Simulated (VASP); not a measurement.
# CdTe (F-43m) in VASP: further runs

CdTe is run at these levels: PBE; tasks: single point.

All numbers are computed with VASP 6.6.1; they aren't measurements. Logs are shortened: lines on timing, memory, paths and dates and some standing lists are left out, and cuts for length are marked.

**The experiment to reproduce.**

A printed reference work, data compilation reports, for a bulk crystal of CdTe at 0 K: band gap 1.607 eV.

The runs below are set against these values where they give the same quantity.

### 1 The cell of the first run

Symmetry: F-43m, No. 216, cubic system. Conventional cell: a = 6.560 Å, b = 6.560 Å, c = 6.560 Å, α = 90.00°, β = 90.00°, γ = 90.00°. Cd (site symmetry -43m) has 4 Te at 2.84 Å within 3.7 Å. Within 3.7 Å of Te (site symmetry -43m) lie 4 Cd at 2.84 Å.

### 2 Single point, PBE

INCAR reads:

```
PREC = Accurate
ENCUT = 520
EDIFF = 1E-6
ISMEAR = 0
SIGMA = 0.01
LREAL = F
LASPH = T
NELM = 80
ALGO = Normal
ISIF = 2
LWAVE = F
LCHARG = F
GGA = PE
NBANDS = 16
```

KPOINTS reads:

```
regular mesh
0
Gamma
  4 4 4
```

POSCAR reads:

```
CdTe
1.0
    0.0000000000      3.2799012430      3.2799012430
    3.2799012430      0.0000000000      3.2799012430
    3.2799012430      3.2799012430      0.0000000000
Cd Te
1 1
Direct
    0.0000000000      0.0000000000      0.0000000000
    0.2500000000      0.2500000000      0.2500000000
```

Potentials or basis: VASP PAW PBE potentials, release 64 (Cd, Te).

Command:

```
$ cat potpaw_PBE.64/Cd/POTCAR potpaw_PBE.64/Te/POTCAR > POTCAR
$ mpirun -np 1 vasp_std > vasp.out
```

OUTCAR:

```text
PREC = Accurate
   ENCUT = 520
   EDIFF = 1E-6
   ISMEAR = 0
   LREAL = F
   LASPH = T
   NELM = 80
   ISIF = 2
   GGA = PE

 ion  position               nearest neighbor table
   1  0.000  0.000  0.000-   2 2.84   2 2.84   2 2.84   2 2.84
   2  0.250  0.250  0.250-   1 2.84   1 2.84   1 2.84   1 2.84

  LATTYP: Found a face centered cubic cell.
 ALAT       =     6.5598024860

  Lattice vectors:

 A1 = (   0.0000000000,   3.2799012430,   3.2799012430)
 A2 = (   3.2799012430,   0.0000000000,   3.2799012430)
 A3 = (   3.2799012430,   3.2799012430,   0.0000000000)

Analysis of symmetry for initial positions (statically):
=====================================================================
 Subroutine PRICEL returns:
 Original cell was already a primitive cell.

 Routine SETGRP: Setting up the symmetry group for a
 face centered cubic supercell.

 Subroutine GETGRP returns: Found 24 space group operations
 (whereof 24 operations were pure point group operations)
 out of a pool of 48 trial point group operations.

The static configuration has the point symmetry T_d .

Analysis of symmetry for dynamics (positions and initial velocities):
=====================================================================
 Subroutine PRICEL returns:
 Original cell was already a primitive cell.

 Routine SETGRP: Setting up the symmetry group for a
 face centered cubic supercell.

 Subroutine GETGRP returns: Found 24 space group operations
 (whereof 24 operations were pure point group operations)
 out of a pool of 48 trial point group operations.

The dynamic configuration has the point symmetry T_d .

 Subroutine INISYM returns: Found 24 space group operations
 (whereof 24 operations are pure point group operations),
 and found     1 'primitive' translations

----------------------------------------------------------------------------------------

                                     Primitive cell

  volume of cell :      70.5687

  direct lattice vectors                    reciprocal lattice vectors
     0.000000000  3.279901243  3.279901243    -0.152443614  0.152443614  0.152443614
     3.279901243  0.000000000  3.279901243     0.152443614 -0.152443614  0.152443614
     3.279901243  3.279901243  0.000000000     0.152443614  0.152443614 -0.152443614

  length of vectors
     4.638480821  4.638480821  4.638480821     0.264040085  0.264040085  0.264040085

  position of ions in fractional coordinates (direct lattice)
     0.000000000  0.000000000  0.000000000
     0.250000000  0.250000000  0.250000000

  ion indices of the primitive-cell ions
   primitive index   ion index
                 1           1
                 2           2

----------------------------------------------------------------------------------------

 KPOINTS: regular mesh

Automatic generation of k-mesh.
 Grid dimensions read from file:
 generate k-points for:    4    4    4

 Generating k-lattice:

  Cartesian coordinates                     Fractional coordinates (reciprocal lattice)
    -0.038110904  0.038110904  0.038110904     0.250000000  0.000000000  0.000000000
     0.038110904 -0.038110904  0.038110904     0.000000000  0.250000000  0.000000000
     0.038110904  0.038110904 -0.038110904     0.000000000  0.000000000  0.250000000

  Length of vectors
     0.066010021  0.066010021  0.066010021

  Shift w.r.t. Gamma in fractional coordinates (k-lattice)
     0.000000000  0.000000000  0.000000000

 Subroutine IBZKPT returns following result:
 ===========================================

 Found      8 irreducible k-points:

 Following reciprocal coordinates:
            Coordinates               Weight
  0.000000  0.000000  0.000000      1.000000
  0.250000  0.000000  0.000000      8.000000
  0.500000  0.000000  0.000000      4.000000
  0.250000  0.250000  0.000000      6.000000
  0.500000  0.250000  0.000000     24.000000
 -0.250000  0.250000  0.000000     12.000000
  0.500000  0.500000  0.000000      3.000000
 -0.250000  0.500000  0.250000      6.000000
   k-points           NKPTS =      8   k-points in BZ     NKDIM =      8   number of bands    NBANDS=     16
   number of dos      NEDOS =    301   number of ions     NIONS =      2
   total plane-waves  NPLWV =  46656
   dimension x,y,z NGX =    36 NGY =   36 NGZ =   36
   dimension x,y,z NGXF=    72 NGYF=   72 NGZF=   72
   ions per type =               1   1
   NGX,Y,Z   is equivalent  to a cutoff of  12.90, 12.90, 12.90 a.u.
   NGXF,Y,Z  is equivalent  to a cutoff of  25.81, 25.81, 25.81 a.u.
 SYSTEM =  unknown system
   PREC   = accura    normal or accurate (medium, high low for compatibility)
   ISTART =      0    job   : 0-new  1-cont  2-samecut
   ICHARG =      2    charge: 1-file 2-atom 10-const
   ISPIN  =      1    spin polarized calculation?
   LNONCOLLINEAR =      F non collinear calculations
   LSORBIT =      F    spin-orbit coupling
   LASPH  =      T    aspherical Exc in radial PAW
   ENCUT  =  520.0 eV  38.22 Ry    6.18 a.u.   8.62  8.62  8.62*2*pi/ulx,y,z
   NELM   =     80;   NELMIN=  2; NELMDL= -5     # of ELM steps
   EDIFF  = 0.1E-05   stopping-criterion for ELM
   LREAL  =      F    real-space projection
   EDIFFG = 0.1E-04   stopping-criterion for IOM
   NSW    =      0    number of steps for IOM
   IBRION =     -1    ionic relax: 0-MD 1-quasi-New 2-CG
   NFREE  =      0    steps in history (QN), initial steepest desc. (CG)
   ISIF   =      2    stress and relaxation
   ISYM   =      2    0-nonsym 1-usesym 2-fastsym
   POTIM  = 0.5000    time-step for ionic-motion
   TEBEG  =    0.0;   TEEND  =   0.0 temperature during run
   PSTRESS=    0.0 pullay stress
   NELECT =      18.0000    total number of electrons
   NUPDOWN=      -1.0000    fix difference up-down
   EMIN   =  10.00;   EMAX   =-10.00  energy-range for DOS
   EFERMI =   0.00;   METHOD = LEGACY
   ISMEAR =     0;   SIGMA  =   0.01  broadening in eV -4-tet -1-fermi 0-gaus
   EFERMI_NEDOS =   21; number of points for ismear=-14 and -15
   IALGO  =     38    algorithm
   IMIX   =      4    mixing-type and parameters
     AMIX     =   0.40;   BMIX     =  1.00
     AMIX_MAG =   1.60;   BMIX_MAG =  1.00
  volume/ion in A,a.u.               =      35.28       238.11
  Fermi-wavevector in a.u.,A,eV,Ry     =   1.038233  1.961976 14.666102  1.077928
  Thomas-Fermi vector in A             =   2.172708
   LORBIT       =      0    0 simple, 1 ext, 2 COOP (PROOUT), +10 PAW based schemes
   GGA     = PE    functional components
   LHFCALC =     F    Hartree Fock is set to
   AEXX    =    0.0000 exact exchange contribution
   IVDW    =     0    specifies the selected vdW correction
   LEPSILON=     F    determine dielectric tensor
   LRPA    =     F    only Hartree local field effects (RPA)
 non-spin polarized calculation
 Gauss-broadening in eV      SIGMA  =   0.01
  energy-cutoff  :      520.00
  volume of cell :       70.57
 maximum number of plane-waves:      1924
 NGX is ok and might be reduce to    36
   NGX = 17   NGY = 17   NGZ = 17

 number of electron      18.0000006 magnetization

 Free energy of the ion-electron system (eV)
  ---------------------------------------------------
  ext. energy  EPLUGINS =         0.00000000
  ---------------------------------------------------
  free energy    TOTEN  =        -4.74593599 eV

  energy without entropy =       -4.74593599  energy(sigma->0) =       -4.74593599

 E-fermi :   2.1405     XC(G=0):  -8.4111

 val. band max:        2.0506831247   @ k =   0.0000   0.0000   0.0000
 cond. band min:       2.6989805652   @ k =   0.0000   0.0000   0.0000
 fundamental gap:      0.6482974405
 Fermi energy:         2.1405379717

 k-point     1 :       0.0000    0.0000    0.0000
  band No.  band energies     occupation
      1      -8.9164      2.00000
      2      -6.1488      2.00000
      3      -6.1488      2.00000
      4      -6.1488      2.00000
      5      -5.9166      2.00000
      6      -5.9166      2.00000
      7       2.0507      2.00000
      8       2.0507      2.00000
      9       2.0507      2.00000
     10       2.6990      0.00000
     11       6.6566      0.00000
     12       6.6566      0.00000
     13       6.6566      0.00000
     14       9.4578      0.00000
     15      11.3301      0.00000
     16      11.3301      0.00000

 k-point     2 :       0.2500    0.0000    0.0000
  band No.  band energies     occupation
      1      -8.7334      2.00000
      2      -6.1169      2.00000
      3      -6.1169      2.00000
      4      -5.9599      2.00000
      5      -5.9167      2.00000
      6      -5.9167      2.00000
      7      -0.5904      2.00000
      8       1.6509      2.00000
      9       1.6509      2.00000
     10       3.9649      0.00000
     11       7.1850      0.00000
     12       7.1850      0.00000
     13       7.3451      0.00000
     14      10.3379      0.00000
     15      10.4608      0.00000
     16      10.4608      0.00000

 k-point     3 :       0.5000    0.0000    0.0000
  band No.  band energies     occupation
      1      -8.5541      2.00000
      2      -6.0923      2.00000
      3      -6.0923      2.00000
      4      -5.9083      2.00000
      5      -5.9083      2.00000
      6      -5.5879      2.00000
      7      -2.1827      2.00000
      8       1.3256      2.00000
      9       1.3256      2.00000
     10       3.8190      0.00000
     11       7.2342      0.00000
     12       7.2342      0.00000
     13       9.0913      0.00000
     14      10.5732      0.00000
     15      12.2591      0.00000
     16      12.2591      0.00000

 k-point     4 :       0.2500    0.2500    0.0000
  band No.  band energies     occupation
      1      -8.6742      2.00000
      2      -6.0799      2.00000
      3      -6.0799      2.00000
      4      -5.9977      2.00000
      5      -5.9028      2.00000
      6      -5.8834      2.00000
      7      -0.5590      2.00000
      8       1.0354      2.00000
      9       1.0354      2.00000
     10       4.9183      0.00000
     11       5.4000      0.00000
     12       8.4434      0.00000
     13       8.4434      0.00000
     14       8.8337      0.00000
     15      11.8584      0.00000
     16      12.5508      0.00000

 k-point     5 :       0.5000    0.2500    0.0000
  band No.  band energies     occupation
      1      -8.4998      2.00000
      2      -6.0619      2.00000
      3      -6.0461      2.00000
      4      -5.9514      2.00000
      5      -5.9019      2.00000
      6      -5.5350      2.00000
      7      -1.8734      2.00000
      8       0.0933      2.00000
      9       0.7606      2.00000
     10       4.9910      0.00000
     11       6.5056      0.00000
     12       8.1947      0.00000
     13       8.7288      0.00000
     14      10.9249      0.00000
     15      12.4593      0.00000
     16      12.9947      0.00000

 k-point     6 :      -0.2500    0.2500    0.0000
  band No.  band energies     occupation
      1      -8.5564      2.00000
      2      -6.0777      2.00000
      3      -6.0755      2.00000
      4      -5.9232      2.00000
      5      -5.9219      2.00000
      6      -5.6525      2.00000
      7      -1.5329      2.00000
      8       0.0333      2.00000
      9       1.2966      2.00000
     10       5.1026      0.00000
     11       7.2430      0.00000
     12       7.6463      0.00000
     13       7.8569      0.00000
     14      10.0563      0.00000
     15      11.4643      0.00000
     16      13.0618      0.00000

 k-point     7 :       0.5000    0.5000    0.0000
  band No.  band energies     occupation
      1      -8.4441      2.00000
      2      -6.0055      2.00000
      3      -6.0034      2.00000
      4      -6.0034      2.00000
      5      -5.8889      2.00000
      6      -5.4585      2.00000
      7      -2.0974      2.00000
      8       0.3022      2.00000
      9       0.3022      2.00000
     10       4.7113      0.00000
     11       4.7209      0.00000
     12      10.7023      0.00000
     13      10.9848      0.00000
     14      10.9848      0.00000
     15      12.7869      0.00000
     16      13.4849      0.00000

 k-point     8 :      -0.2500    0.5000    0.2500
  band No.  band energies     occupation
      1      -8.4456      2.00000
      2      -6.0400      2.00000
      3      -6.0329      2.00000
      4      -5.9423      2.00000
      5      -5.9152      2.00000
      6      -5.3875      2.00000
      7      -1.9769      2.00000
      8      -0.1384      2.00000
      9      -0.0032      2.00000
     10       6.1691      0.00000
     11       6.7338      0.00000
     12       7.5534      0.00000
     13       8.3528      0.00000
     14      11.4972      0.00000
     15      12.9894      0.00000
     16      13.2209      0.00000

------------------------ aborting loop because EDIFF is reached ----------------------------------------

  FORCE on cell =-STRESS in cart. coord.  units (eV):
  Direction    XX          YY          ZZ          XY          YZ          ZX
  --------------------------------------------------------------------------------------
  -------------------------------------------------------------------------------------
  Total        0.5821082      0.5821082      0.5821082      0.0000000      0.0000000      0.0000000
  in kB       13.2160603     13.2160603     13.2160603      0.0000000      0.0000000      0.0000000
  external PRESSURE =      13.2160603 kB  Pullay stress =       0.0000000 kB

 VOLUME and BASIS-vectors are now :
 -----------------------------------------------------------------------------
  energy-cutoff  :      520.00
  volume of cell :       70.57
      direct lattice vectors                 reciprocal lattice vectors
     0.000000000  3.279901243  3.279901243    -0.152443614  0.152443614  0.152443614
     3.279901243  0.000000000  3.279901243     0.152443614 -0.152443614  0.152443614
     3.279901243  3.279901243  0.000000000     0.152443614  0.152443614 -0.152443614

 POSITION                                       TOTAL-FORCE (eV/Angst)
 -----------------------------------------------------------------------------------
      0.00000      0.00000      0.00000        -0.000000     -0.000000     -0.000000
      1.63995      1.63995      1.63995         0.000000      0.000000      0.000000
 -----------------------------------------------------------------------------------
    total drift:                               -0.000000     -0.000000     -0.000000

  FREE ENERGIE OF THE ION-ELECTRON SYSTEM (eV)
  ---------------------------------------------------
  free  energy   TOTEN  =        -4.7459359921 eV

  energy  without entropy=       -4.7459359921  energy(sigma->0) =       -4.74593599
```

It took 9.2 s on 1 thread of Intel Xeon 6975P-C, shared host; peak memory 0.2 GiB.

Results:

```yaml
Free_energy: -4.7459 eV
Pressure: 1.3 GPa
Band_gap_on_the_k_mesh: 0.65 eV, direct
```

Caveat: spin-orbit coupling is left out, which moves the levels of the heavy elements.

### 3 Single point, PBE

INCAR reads:

```
  PREC = Accurate
  ENCUT = 520
  EDIFF = 1E-7
  ISMEAR = 1
  SIGMA = 0.0883
  LREAL = F
  LASPH = T
  NELM = 60
  ALGO = Normal
  ISIF = 2
  LWAVE = F
  LCHARG = F
  GGA = PE
  NBANDS = 16
```

KPOINTS is that of step 2.

POSCAR is that of step 2.

Potentials or basis: VASP PAW PBE potentials, release 64 (Cd, Te).

Command:

```
$ cat potpaw_PBE.64/Cd/POTCAR potpaw_PBE.64/Te/POTCAR > POTCAR
$ mpirun -np 1 vasp_std > vasp.out
```

OUTCAR:

```text
PREC = Accurate
   ENCUT = 520
   EDIFF = 1E-7
   ISMEAR = 1
   LREAL = F
   LASPH = T
   NELM = 60
   ISIF = 2
   GGA = PE

 ion  position               nearest neighbor table
   1  0.000  0.000  0.000-   2 2.84   2 2.84   2 2.84   2 2.84
   2  0.250  0.250  0.250-   1 2.84   1 2.84   1 2.84   1 2.84

  LATTYP: Found a face centered cubic cell.
 ALAT       =     6.5598024860

  Lattice vectors:

 A1 = (   0.0000000000,   3.2799012430,   3.2799012430)
[... 320 lines left out ...]
------------------------ aborting loop because EDIFF is reached ----------------------------------------

  FORCE on cell =-STRESS in cart. coord.  units (eV):
  Direction    XX          YY          ZZ          XY          YZ          ZX
  --------------------------------------------------------------------------------------
  -------------------------------------------------------------------------------------
  Total        0.5784836      0.5784836      0.5784836      0.0000000      0.0000000      0.0000000
  in kB       13.1337676     13.1337676     13.1337676      0.0000000      0.0000000      0.0000000
  external PRESSURE =      13.1337676 kB  Pullay stress =       0.0000000 kB

 VOLUME and BASIS-vectors are now :
 -----------------------------------------------------------------------------
  energy-cutoff  :      520.00
  volume of cell :       70.57
      direct lattice vectors                 reciprocal lattice vectors
     0.000000000  3.279901243  3.279901243    -0.152443614  0.152443614  0.152443614
     3.279901243  0.000000000  3.279901243     0.152443614 -0.152443614  0.152443614
     3.279901243  3.279901243  0.000000000     0.152443614  0.152443614 -0.152443614

 POSITION                                       TOTAL-FORCE (eV/Angst)
 -----------------------------------------------------------------------------------
      0.00000      0.00000      0.00000         0.000000      0.000000      0.000000
      1.63995      1.63995      1.63995        -0.000000     -0.000000     -0.000000
 -----------------------------------------------------------------------------------
    total drift:                               -0.000000     -0.000000     -0.000000

  FREE ENERGIE OF THE ION-ELECTRON SYSTEM (eV)
  ---------------------------------------------------
  free  energy   TOTEN  =        -4.7456960649 eV

  energy  without entropy=       -4.7459360439  energy(sigma->0) =       -4.74577606
```

OSZICAR:

```text
N       E                     dE             d eps       ncg     rms          rms(c)
DAV:   1     0.101502384938E+03    0.10150E+03   -0.82973E+03   264   0.979E+02
DAV:   2    -0.123556686766E+01   -0.10274E+03   -0.98186E+02   320   0.237E+02
DAV:   3    -0.495837551333E+01   -0.37228E+01   -0.37195E+01   328   0.458E+01
DAV:   4    -0.499216447651E+01   -0.33789E-01   -0.33788E-01   376   0.393E+00
DAV:   5    -0.499224938255E+01   -0.84906E-04   -0.84906E-04   336   0.187E-01    0.517E+00
DAV:   6    -0.476102103343E+01    0.23123E+00   -0.39174E-01   304   0.721E+00    0.431E+00
DAV:   7    -0.474395937032E+01    0.17062E-01   -0.11411E-01   296   0.213E+00    0.170E+00
DAV:   8    -0.474513281097E+01   -0.11734E-02   -0.10898E-02   272   0.115E+00    0.490E-01
DAV:   9    -0.474556099084E+01   -0.42818E-03   -0.93800E-04   296   0.303E-01    0.110E-01
DAV:  10    -0.474564604510E+01   -0.85054E-04   -0.12096E-04   304   0.969E-02    0.538E-02
DAV:  11    -0.474569742377E+01   -0.51379E-04   -0.93060E-05   272   0.554E-02    0.364E-02
DAV:  12    -0.474569617097E+01    0.12528E-05   -0.37334E-06   320   0.140E-02    0.214E-02
DAV:  13    -0.474569601621E+01    0.15476E-06   -0.50276E-07   304   0.335E-03    0.138E-02
DAV:  14    -0.474569604857E+01   -0.32361E-07   -0.10834E-06   272   0.569E-03    0.592E-03
DAV:  15    -0.474569606493E+01   -0.16359E-07   -0.69640E-08   280   0.221E-03
   1 F= -.47456961E+01 E0= -.47457761E+01  d E =0.239979E-03
```

Run time: 11 s. Hardware: 1 thread of Intel Xeon 6975P-C, shared host; peak memory 0.2 GiB.

What came out:

```yaml
Free_energy: -4.7457 eV
Pressure: 1.3 GPa
Band_gap_on_the_k_mesh: 0.65 eV, direct
```

Levels at points of the mesh, in eV from the valence-band top:
```tsv
k point	band 7	band 8	band 9	band 10	band 11	band 12
(0.00, 0.00, 0.00)	0.00	0.00	0.00	0.65	4.61	4.61
(0.50, 0.00, 0.00)	-4.23	-0.73	-0.73	1.77	5.18	5.18
(0.50, 0.50, 0.00)	-4.15	-1.75	-1.75	2.66	2.67	8.65
```

Caveat: spin-orbit coupling is left out, which moves the levels of the heavy elements.

[end of part 1 of 2]
